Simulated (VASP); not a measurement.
Wanted: an ASE script for a VASP 6.6.1 run.

```yaml
Task: single point
Functional: PBE
Potentials_or_basis: VASP PAW PBE potentials, release 64 (Cu)
Cutoff: 500 eV
k_mesh: 13 × 13 × 13
Occupations: gaussian, width 0.05 eV
Spin: no spin polarisation
Further_INCAR_settings: ALGO = Fast; EDIFF = 1.00e-06; NBANDS = 12
```

The structure of Cu lies in POSCAR:

```
Cu
1.0
   -1.4427933200      1.4427933200      1.3760814500
    1.4427933200     -1.4427933200      1.3760814500
    1.4427933200      1.4427933200     -1.3760814500
Cu
1
Direct
    0.0000000000      0.0000000000      0.0000000000
```

This isn't the form of Cu at room conditions, which is fcc.

One way to write it, as run:

run.py

```python
from ase.calculators.vasp import Vasp
from ase.dft.bandgap import bandgap
from ase.io import read

atoms = read('POSCAR')
calc = Vasp(
    directory='calc',
    xc='pbe',
    pp='PBE',
    setups='minimal',
    prec='Accurate',
    encut=500,
    ediff=1e-06,
    ismear=0,
    sigma=0.05,
    lreal=False,
    lasph=True,
    nelm=60,
    algo='Fast',
    isif=2,
    lwave=False,
    lcharg=True,
    lelf=True,
    lvhar=True,
    kpts=[13, 13, 13],
    gamma=True,
    nbands=12,
)
atoms.calc = calc

print('energy (eV):', atoms.get_potential_energy())
print('free energy (eV):', atoms.get_potential_energy(force_consistent=True))
print('forces (eV/A):')
print(atoms.get_forces())
print('stress (eV/A^3, Voigt):', atoms.get_stress())
print('Fermi level (eV):', calc.get_fermi_level())
gap, top, bottom = bandgap(calc)
print('band gap (eV):', gap, 'from (spin, k, band)', top, 'to', bottom)
```

Potentials or basis: VASP PAW PBE potentials, release 64 (Cu).

Run with:

```console
$ python run.py
```

Results of the run:

```json
{
  "Pressure": "7.8 GPa",
  "Band gap on the k mesh": "none (metal or under the smearing width)"
}
```

Wall time 25 s on 1 thread of Intel(R) Xeon(R) 6975P-C (Granite Rapids), on a shared host, peak memory 0.12 GiB.
